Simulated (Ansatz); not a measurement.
Reaction (formal exchange of groups at the Sn–C bond): `FC[CH](F)[SnH3]` + `CCOCC` → `CC[O][SnH3]` + `CCC(F)CF`

Program: Ansatz. Geometries: PBE0-D4/def2-TZVP. ΔE: electronic, gas phase. CBS: MP2 limit from def2 TZ/QZ plus the TZ coupled-cluster correction, frozen cores. DFT in def2-TZVPP. B3LYP here is the variant with VWN-RPA as its local correlation; programs differ in this. Elements past krypton have def2 core potentials. For Sn outer-core shells are correlated without core-valence functions, which leaves a few kJ/mol of doubt a bond. Each species was taken in one conformer, which may not be the lowest.

`FC[CH](F)[SnH3]`:

Z-matrix (Å, degrees):
```
C
C 1 1.494
F 1 1.384 2 111.3
H 1 1.096 2 109.8 3 -119.3
H 1 1.094 2 110.8 3 119.8
Sn 2 2.185 1 112.2 3 170.9
F 2 1.389 1 110.1 3 -68.5
H 2 1.095 1 109.8 3 49.5
H 6 1.701 2 107.7 1 171.0
H 6 1.705 2 108.8 1 50.8
H 6 1.708 2 109.0 1 -69.0
```

`CCOCC`:

Cartesian coordinates in Å:
```
C 2.103 1.044 0.124
C 0.746 0.483 0.469
O 0.420 -0.508 -0.474
C -0.766 -1.209 -0.189
C -2.028 -0.410 -0.451
H 2.091 1.485 -0.875
H 2.388 1.819 0.840
H 2.860 0.258 0.142
H -0.004 1.286 0.471
H 0.755 0.045 1.480
H -0.746 -2.092 -0.832
H -0.750 -1.561 0.854
H -2.041 -0.046 -1.481
H -2.119 0.447 0.219
H -2.908 -1.042 -0.299
```

`CC[O][SnH3]`:

Z-matrix (Å, degrees):
```
C
C 1 1.511
H 1 1.092 2 110.3
H 1 1.093 2 110.7 3 120.2
H 1 1.092 2 110.3 3 -119.5
O 2 1.408 1 109.1 3 59.7
H 2 1.102 1 109.5 3 -61.9
H 2 1.102 1 109.5 3 -178.6
Sn 6 1.967 2 118.9 1 179.9
H 9 1.709 6 107.5 2 -60.2
H 9 1.709 6 107.5 2 59.2
H 9 1.699 6 103.9 2 179.5
```

`CCC(F)CF`:

```xyz
14

C    -1.253    1.492    0.026
C    -0.781    0.049    0.022
C     0.727   -0.072    0.028
F     1.246    0.587   -1.079
C     1.185   -1.504   -0.013
F     2.545   -1.588    0.189
H    -2.343    1.546    0.009
H    -0.906    2.016    0.920
H    -0.874    2.028   -0.845
H    -1.172   -0.474   -0.858
H    -1.168   -0.477    0.901
H     1.153    0.419    0.912
H     0.686   -2.078    0.774
H     0.956   -1.943   -0.988
```

CCSD(T)/CBS gives -101.9 kJ/mol.

Question: Another level gave -86.5 kJ/mol. Which?
A. PBE-D4/def2-TZVPP
B. SCS-MP2/def2-TZVPP
C. B3LYP-D4/def2-TZVPP
D. CCSD/def2-TZVPP

Answer: A. PBE-D4 -86.5, CCSD/def2-TZVPP -98.4, B3LYP-D4 -93.1, SCS-MP2/def2-TZVPP -102.5 kJ/mol.

Largest T1 diagnostic among the species: 0.013.

From PBE to PBE0 (25 % exact exchange), in def2-TZVPP and without D4, ΔE moves by −4.7 kJ/mol. In def2-TZVPP, CCSD(T) changes the Hartree–Fock value by +10.1 kJ/mol (the triples alone add +1.1 kJ/mol) and MP2 by +5.5 kJ/mol.

CCSD(T)/CBS has its own doubt, a few kJ/mol and more with outer-core shells, so smaller differences from it don't rank the levels.
